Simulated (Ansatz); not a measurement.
Calculated core-electron binding energies for Na

Cell: a Materials Project structure (computed, not necessarily an observed phase), taken as it stands, repeated to a supercell; a hole's nearest image is 7.3 Å away.

Space group P6_3/mmc (No. 194); a = 3.6888, c = 6.2692 Å, γ = 120.00°.

| site | Wyckoff | site symmetry | x | y | z |
| --- | --- | --- | --- | --- | --- |
| Na1 | 2d | -6m2 | 0.3333 | 0.6667 | 0.7500 |

One atom of each set is listed; the run and its k-mesh use a cell of 8 atoms with edges of 8.95, 8.95, 7.27 Å.

The numbers come from a DFT calculation in Ansatz (PBE, plane waves and PAW, scalar-relativistic, 420 eV cutoff, Γ-centred 7×7×7 k-points, Fermi–Dirac smearing 0.05 eV).

Each value is a total-energy difference between the cell with one core hole and the ground state (ΔSCF), counted from the Fermi energy. The valence electrons get no spin in the cell with the hole, so they can't polarise against the unpaired core electron; that puts absolute values high, by some tenths of an eV and in some cases by about 1 eV.

(1) What binding energies does the calculation give for Na 1s?

Absolute PBE values can be off by an eV or more. Multiplets, satellites and widths aren't calculated.

Answers

(1) 

| line | atom | first shell | E_B (eV) |
| --- | --- | --- | --- |
| Na 1s | 1 | 12 Na at 3.69–3.79 Å | 1069.8 |
